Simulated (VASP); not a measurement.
# Co (I4/mmm) in VASP: density of states with PBE

Aim: the density of states of Co with PBE.

Everything below comes from runs of VASP 6.6.1. Logs are shortened: lines on timing, memory, paths and dates and some standing lists are left out, and cuts for length are marked.

## Step 1: The structure

It takes space group I4/mmm (No. 139, tetragonal). Conventional cell: a = 3.012 Å, b = 3.012 Å, c = 2.485 Å, α = 90.00°, β = 90.00°, γ = 90.00°. Co (site symmetry 4/mmm) has 10 Co at 2.47 to 2.49 Å as nearest neighbours.

The cell was built by a generator and needn't be a form met in nature.

## Step 2: Density of states, PBE

The input, POSCAR:

```
Co
1.0
   -1.5061980000      1.5061980000      1.2425660000
    1.5061980000     -1.5061980000      1.2425660000
    1.5061980000      1.5061980000     -1.2425660000
Co
1
Direct
    0.0000000000      0.0000000000      0.0000000000
```

The input, INCAR.step1:

```
SYSTEM = Co
  PREC = Accurate
  ENCUT = 520
  EDIFF = 1E-6
  ISMEAR = -1
  SIGMA = 0.1
  LREAL = .False.
  LASPH = .True.
  NELM = 100
  ALGO = Fast
  ISIF = 2
  LWAVE = .False.
  LCHARG = .True.
  LMAXMIX = 4
  GGA = PE
  NBANDS = 10
```

The input, KPOINTS.step1:

```
Automatic mesh
0
Gamma
  17 17 17
  0 0 0
```

The input, INCAR.step2:

```
SYSTEM = Co
  PREC = Accurate
  ENCUT = 520
  EDIFF = 1E-6
  ISMEAR = -5
  SIGMA = 0.1
  LREAL = .False.
  LASPH = .True.
  NELM = 100
  ALGO = Fast
  ISIF = 2
  LWAVE = .False.
  LCHARG = .False.
  LMAXMIX = 4
  GGA = PE
  LORBIT = 10
  NEDOS = 2001
  ICHARG = 11
```

The input, KPOINTS.step2:

```
Automatic mesh
0
Gamma
  26 26 26
  0 0 0
```

Potentials or basis: VASP PAW PBE potentials, release 64 (Co).

On the command line:

```bash
$ cat potpaw_PBE.64/Co/POTCAR > POTCAR
$ cp INCAR.step1 INCAR
$ cp KPOINTS.step1 KPOINTS
$ mpirun -np 1 vasp_std > vasp.out
$ cp INCAR.step2 INCAR
$ cp KPOINTS.step2 KPOINTS
$ mpirun -np 1 vasp_std > vasp.out
```

OUTCAR:

```text
SYSTEM = Co
   PREC = Accurate
   ENCUT = 520
   EDIFF = 1E-6
   ISMEAR = -5
   LREAL = .False.
   LASPH = .True.
   NELM = 100
   ISIF = 2
   GGA = PE
   LORBIT = 10
   ICHARG = 11

 ion  position               nearest neighbor table
   1  0.000  0.000  0.000-

  LATTYP: Found a body centered tetragonal cell.
 ALAT       =     3.0123960000
 C/A-ratio  =     0.8249685632

  Lattice vectors:

 A1 = (  -1.5061980000,   1.5061980000,   1.2425660000)
 A2 = (   1.5061980000,  -1.5061980000,   1.2425660000)
 A3 = (   1.5061980000,   1.5061980000,  -1.2425660000)

Analysis of symmetry for initial positions (statically):
=====================================================================
 Subroutine PRICEL returns:
 Original cell was already a primitive cell.

 Routine SETGRP: Setting up the symmetry group for a
 body centered tetragonal supercell.

 Subroutine GETGRP returns: Found 16 space group operations
 (whereof 16 operations were pure point group operations)
 out of a pool of 16 trial point group operations.

The static configuration has the point symmetry D_4h.

Analysis of symmetry for dynamics (positions and initial velocities):
=====================================================================
 Subroutine PRICEL returns:
 Original cell was already a primitive cell.

 Routine SETGRP: Setting up the symmetry group for a
 body centered tetragonal supercell.

 Subroutine GETGRP returns: Found 16 space group operations
 (whereof 16 operations were pure point group operations)
 out of a pool of 16 trial point group operations.

The dynamic configuration has the point symmetry D_4h.

 Subroutine INISYM returns: Found 16 space group operations
 (whereof 16 operations are pure point group operations),
 and found     1 'primitive' translations

----------------------------------------------------------------------------------------

                                     Primitive cell

  volume of cell :      11.2757

  direct lattice vectors                    reciprocal lattice vectors
    -1.506198000  1.506198000  1.242566000     0.000000000  0.331961668  0.402393112
     1.506198000 -1.506198000  1.242566000     0.331961668  0.000000000  0.402393112
     1.506198000  1.506198000 -1.242566000     0.331961668  0.331961668  0.000000000

  length of vectors
     2.466016037  2.466016037  2.466016037     0.521650041  0.521650041  0.469464693

  position of ions in fractional coordinates (direct lattice)
     0.000000000  0.000000000  0.000000000

  ion indices of the primitive-cell ions
   primitive index   ion index
                 1           1

----------------------------------------------------------------------------------------

 KPOINTS: Automatic mesh

Automatic generation of k-mesh.
 Grid dimensions read from file:
 generate k-points for:   26   26   26

 Generating k-lattice:

  Cartesian coordinates                     Fractional coordinates (reciprocal lattice)
     0.000000000  0.012767756  0.015476658     0.038461538 -0.000000000  0.000000000
     0.012767756  0.000000000  0.015476658    -0.000000000  0.038461538  0.000000000
     0.012767756  0.012767756  0.000000000     0.000000000  0.000000000  0.038461538

  Length of vectors
     0.020063463  0.020063463  0.018056334

  Shift w.r.t. Gamma in fractional coordinates (k-lattice)
     0.000000000  0.000000000  0.000000000

 TETIRR: Found  43137 inequivalent tetrahedra from   105456

 Subroutine IBZKPT returns following result:
 ===========================================

 Found   1330 irreducible k-points:

 Following reciprocal coordinates:
            Coordinates               Weight
  0.000000  0.000000  0.000000      1.000000
  0.038462  0.000000  0.000000      8.000000
  0.076923  0.000000  0.000000      8.000000
  0.115385  0.000000 -0.000000      8.000000
  0.153846  0.000000  0.000000      8.000000
  0.192308  0.000000 -0.000000      8.000000
[... 16 lines left out ...]
  0.346154  0.038462 -0.000000     16.000000
  0.384615  0.038462 -0.000000     16.000000
 [... further k-points ...]
   k-points           NKPTS =   1330   k-points in BZ     NKDIM =   1330   number of bands    NBANDS=      8
   number of dos      NEDOS =   2001   number of ions     NIONS =      1
   total plane-waves  NPLWV =   5832
   dimension x,y,z NGX =    18 NGY =   18 NGZ =   18
   dimension x,y,z NGXF=    36 NGYF=   36 NGZF=   36
   ions per type =               1
   NGX,Y,Z   is equivalent  to a cutoff of  12.13, 12.13, 12.13 a.u.
   NGXF,Y,Z  is equivalent  to a cutoff of  24.27, 24.27, 24.27 a.u.
 SYSTEM =  Co
   PREC   = accura    normal or accurate (medium, high low for compatibility)
   ISTART =      0    job   : 0-new  1-cont  2-samecut
   ICHARG =     11    charge: 1-file 2-atom 10-const
   ISPIN  =      1    spin polarized calculation?
   LNONCOLLINEAR =      F non collinear calculations
   LSORBIT =      F    spin-orbit coupling
   LASPH  =      T    aspherical Exc in radial PAW
   ENCUT  =  520.0 eV  38.22 Ry    6.18 a.u.   4.59  4.59  4.59*2*pi/ulx,y,z
   NELM   =    100;   NELMIN=  2; NELMDL=  0     # of ELM steps
   EDIFF  = 0.1E-05   stopping-criterion for ELM
   LREAL  =      F    real-space projection
   EDIFFG = 0.1E-04   stopping-criterion for IOM
   NSW    =      0    number of steps for IOM
   IBRION =     -1    ionic relax: 0-MD 1-quasi-New 2-CG
   NFREE  =      0    steps in history (QN), initial steepest desc. (CG)
   ISIF   =      2    stress and relaxation
   ISYM   =      2    0-nonsym 1-usesym 2-fastsym
   POTIM  = 0.5000    time-step for ionic-motion
   TEBEG  =    0.0;   TEEND  =   0.0 temperature during run
   PSTRESS=    0.0 pullay stress
   NELECT =       9.0000    total number of electrons
   NUPDOWN=      -1.0000    fix difference up-down
   EMIN   =  10.00;   EMAX   =-10.00  energy-range for DOS
   EFERMI =   0.00;   METHOD = LEGACY
   ISMEAR =    -5;   SIGMA  =   0.10  broadening in eV -4-tet -1-fermi 0-gaus
   EFERMI_NEDOS =   21; number of points for ismear=-14 and -15
   IALGO  =     68    algorithm
   IMIX   =      4    mixing-type and parameters
     AMIX     =   0.40;   BMIX     =  1.00
     AMIX_MAG =   1.60;   BMIX_MAG =  1.00
  volume/ion in A,a.u.               =      11.28        76.09
  Fermi-wavevector in a.u.,A,eV,Ry     =   1.518592  2.869723 31.376694  2.306122
  Thomas-Fermi vector in A             =   2.627692
   LORBIT       =     10    0 simple, 1 ext, 2 COOP (PROOUT), +10 PAW based schemes
   GGA     = PE    functional components
   LHFCALC =     F    Hartree Fock is set to
   AEXX    =    0.0000 exact exchange contribution
   IVDW    =     0    specifies the selected vdW correction
   LEPSILON=     F    determine dielectric tensor
   LRPA    =     F    only Hartree local field effects (RPA)
 non-spin polarized calculation
 RMM-DIIS sequential band-by-band and
 Fermi weights with tetrahedron method with Bloechl corrections
  energy-cutoff  :      520.00
  volume of cell :       11.28
 maximum number of plane-waves:       317

 number of electron       8.9999992 magnetization

 Free energy of the ion-electron system (eV)
  ---------------------------------------------------
  ext. energy  EPLUGINS =         0.00000000
  ---------------------------------------------------
  free energy    TOTEN  =        -6.62082016 eV

  energy without entropy =       -6.62082016  energy(sigma->0) =       -6.62082016

 E-fermi :   9.4764     XC(G=0): -13.1825

 val. band max:        9.5085723517   @ k =   0.4231   0.0385   0.0385
 cond. band min:       9.4637581790   @ k =  -0.1154  -0.3462   0.1154
 fundamental gap:     -0.0448141727
 Fermi energy:         9.4764191455

 k-point     1 :       0.0000    0.0000    0.0000
  band No.  band energies     occupation
      1       1.0375      2.00000
      2       7.2408      2.00000
      3       8.3060      2.00000
      4       8.3309      2.00000
      5       8.3309      2.00000
      6       9.6974      0.00000
      7      32.6829      0.00000
      8      32.6829      0.00000

 k-point     2 :       0.0385    0.0000    0.0000
  band No.  band energies     occupation
      1       1.1037      2.00000
      2       7.2549      2.00000
      3       8.3038      2.00000
      4       8.3248      2.00000
      5       8.3356      2.00000
      6       9.6822      0.00000
      7      32.5652      0.00000
      8      32.5972      0.00000

 k-point     3 :       0.0769    0.0000    0.0000
  band No.  band energies     occupation
      1       1.3009      2.00000
      2       7.2897      2.00000
      3       8.2520      2.00000
      4       8.3143      2.00000
      5       8.3954      2.00000
      6       9.6394      0.00000
      7      32.2277      0.00000
      8      32.3670      0.00000

 k-point     4 :       0.1154    0.0000   -0.0000
  band No.  band energies     occupation
      1       1.6240      2.00000
      2       7.3221      2.00000
      3       8.1656      2.00000
      4       8.3247      2.00000
      5       8.4963      2.00000
      6       9.5766      0.00000
      7      31.6944      0.00000
      8      32.0449      0.00000

 k-point     5 :       0.1538    0.0000    0.0000
  band No.  band energies     occupation
      1       2.0639      2.00000
      2       7.3188      2.00000
      3       8.0558      2.00000
      4       8.3915      2.00000
      5       8.6318      2.00000
      6       9.5035      0.24294
      7      30.9252      0.00000
      8      31.6713      0.00000
[... 177 lines left out ...]
 k-point    22 :       0.3077    0.0385    0.0000
  band No.  band energies     occupation
      1       4.7557      2.00000
      2       6.8053      2.00000
      3       8.1117      2.00000
      4       9.1931      2.00000
      5       9.4724      1.16876
      6       9.5756      0.00902
      7      22.9409      0.00000
      8      28.2951      0.00000

 k-point    23 :       0.3462    0.0385   -0.0000
  band No.  band energies     occupation
      1       5.0779      2.00000
      2       6.6822      2.00000
      3       8.5726      2.00000
      4       9.1869      2.00173
      5       9.7414     -0.04393
      6       9.7965      0.00000
      7      21.1957      0.00000
      8      27.7437      0.00000

 k-point    24 :       0.3846    0.0385   -0.0000
  band No.  band energies     occupation
      1       5.2341      2.00000
      2       6.5838      2.00000
      3       9.0013      2.00000
      4       9.3274      1.90428
      5       9.8877      0.00000
      6      10.1547      0.00000
      7      19.6354      0.00000
      8      27.2918      0.00000

 [... further k-points ...]

------------------------ aborting loop because EDIFF is reached ----------------------------------------

  FORCE on cell =-STRESS in cart. coord.  units (eV):
  Direction    XX          YY          ZZ          XY          YZ          ZX
  --------------------------------------------------------------------------------------
  -------------------------------------------------------------------------------------
  Total       -1.3036283     -1.3036283     -1.0731123      0.0000000      0.0000000     -0.0000000
  in kB     -185.2340280   -185.2340280   -152.4797479      0.0000000      0.0000000     -0.0000000
  external PRESSURE =    -174.3159346 kB  Pullay stress =       0.0000000 kB

 VOLUME and BASIS-vectors are now :
 -----------------------------------------------------------------------------
  energy-cutoff  :      520.00
  volume of cell :       11.28
      direct lattice vectors                 reciprocal lattice vectors
    -1.506198000  1.506198000  1.242566000     0.000000000  0.331961668  0.402393112
     1.506198000 -1.506198000  1.242566000     0.331961668  0.000000000  0.402393112
     1.506198000  1.506198000 -1.242566000     0.331961668  0.331961668  0.000000000

 POSITION                                       TOTAL-FORCE (eV/Angst)
 -----------------------------------------------------------------------------------
      0.00000      0.00000      0.00000         0.000000      0.000000      0.000000
 -----------------------------------------------------------------------------------
    total drift:                                0.000000     -0.000000      0.000000

  FREE ENERGIE OF THE ION-ELECTRON SYSTEM (eV)
  ---------------------------------------------------
  free  energy   TOTEN  =        -6.6208201617 eV

  energy  without entropy=       -6.6208201617  energy(sigma->0) =       -6.62082016

 total charge

# of ion       s       p       d       tot
------------------------------------------
    1        0.469   0.476   7.276   8.221
```

Wall time 52 s (1 thread of AMD EPYC 9R45 (Zen 5), shared host); peak memory 0.27 GiB.

What came out:

```yaml
Valence_electrons_inside_the_program's_atomic_spheres: Co 8.22
```

States per cell in windows of 1 eV (zero at the Fermi level; states under -8 eV left out):
| from (eV) | total | Co1_d | Co1_p | Co1_s |
| --- | --- | --- | --- | --- |
| -8.0 | 0.07 | 0.00 | 0.00 | 0.04 |
| -7.0 | 0.11 | 0.00 | 0.01 | 0.06 |
| -6.0 | 0.18 | 0.02 | 0.03 | 0.08 |
| -5.0 | 0.46 | 0.19 | 0.05 | 0.12 |
| -4.0 | 1.23 | 0.87 | 0.08 | 0.10 |
| -3.0 | 2.15 | 1.84 | 0.12 | 0.01 |
| -2.0 | 1.92 | 1.65 | 0.13 | 0.02 |
| -1.0 | 2.93 | 2.78 | 0.05 | 0.01 |
| 0.0 | 1.61 | 1.51 | 0.04 | 0.02 |
| 1.0 | 0.33 | 0.21 | 0.06 | 0.02 |
| 2.0 | 0.29 | 0.15 | 0.08 | 0.02 |
| 3.0 | 0.25 | 0.11 | 0.08 | 0.02 |
| 4.0 | 0.20 | 0.08 | 0.07 | 0.01 |
| 5.0 | 0.15 | 0.05 | 0.06 | 0.01 |
| 6.0 | 0.22 | 0.08 | 0.06 | 0.05 |
| 7.0 | 0.20 | 0.06 | 0.07 | 0.03 |

Caveat: the run has no spin polarisation, though such a crystal can be magnetic; tetrahedron occupations give inexact forces and stress in metals. Spin polarisation is off, so any magnetic state and its effect on volume and gap are missing.
